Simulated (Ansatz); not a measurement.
Crystal: InP.

```
In P
1.0
     0.00000    2.93050    2.93050
     2.93050    0.00000    2.93050
     2.93050    2.93050    0.00000
In P
1 1
Direct
  0.00000 0.00000 0.00000
  0.75000 0.75000 0.75000
```

```yaml
Program: Ansatz 0.2.0
Task: relaxation of cell and atoms
Functional: BLYP
Potentials_or_basis: Ansatz PAW
Cutoff: "420 eV (not typed: the program's choice for these potentials)"
k_mesh: 8 × 8 × 8
Occupations: fermi-dirac, width 0.05 eV
Spin: no spin polarisation
```

At the start: volume 25.17 Å³/atom.

Task: Where does the relaxation end?

Result: It ends after 4 steps and the volume is 28.02 Å³/atom (+11.4 %); space group F-43m (No. 216, to 0.05 Å).

The path:
| step | energy change (eV) | largest force (eV/Å) | volume (Å³) |
| --- | --- | --- | --- |
| 1 | 0.0000 | 0.0000 | 50.33 |
| 2 | -0.1059 | 0.0000 | 56.26 |
| 3 | -0.1062 | 0.0000 | 56.05 |
| 4 | -0.1074 | 0.0000 | 56.05 |

Final structure:
```
In P
1.0
     0.00000    3.03743    3.03743
     3.03743    0.00000    3.03743
     3.03743    3.03743    0.00000
In P
1 1
Cartesian
  0.0000 0.0000 0.0000
  4.5561 4.5561 4.5561
```

Caveat: the plane-wave basis is chosen anew once the cell has moved, so the energies of steps on either side of that aren't comparable; the volume moved by +11 % from the deposited cell, more than functionals usually miss; the PAW data sets come from PBE, with cores solved anew for the run's functional, which leaves a small shift of forces and pressure.
